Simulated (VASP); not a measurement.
The system is ZrB2.

```
CELL_PARAMETERS angstrom
3.17000 0.00000 0.00000
-1.58500 2.74530 0.00000
0.00000 0.00000 3.53300
ATOMIC_POSITIONS crystal
Zr 0.00000 0.00000 0.00000
B 0.66667 0.33333 0.50000
B 0.33333 0.66667 0.50000
```

- Program: VASP 6.6.1
- Task: single point
- Functional: PBE
- Potentials or basis: VASP PAW PBE potentials, release 64 (Zr_sv, B)
- Cutoff: 520 eV
- k mesh: 10 × 10 × 8
- Occupations: fermi-dirac, width 0.05 eV
- Spin: no spin polarisation

On this cell: pressure 0.9 GPa; largest force under 0.003 eV/Å; band gap on the k mesh none (metal or under the smearing width).

The same run follows on a disturbed copy (atoms moved at random, drawn with an rms of 0.05 Å):

```
Zr B
1.0
     3.17000    0.00000    0.00000
    -1.58500    2.74530    0.00000
     0.00000    0.00000    3.53300
Zr B
1 2
Direct
  0.00055 0.02110 0.99126
  0.65467 0.33004 0.49578
  0.34214 0.66506 0.51411
```

Question: What does the disturbed cell give?

Answer: The energy (extrapolated to zero smearing) moves by +28.5 meV/atom; pressure 1.9 GPa; largest force 1.250 eV/Å; band gap on the k mesh none (metal or under the smearing width).

Forces in eV/Å, atoms in the order of the input:
```
Zr   0.376 -0.837  0.695
B    0.532  0.398  0.042
B   -0.908  0.440 -0.737
```

Stress tensor (GPa, compression positive):
```
 1.75  0.58  0.44
 0.58  1.48 -0.71
 0.44 -0.71  2.61
```
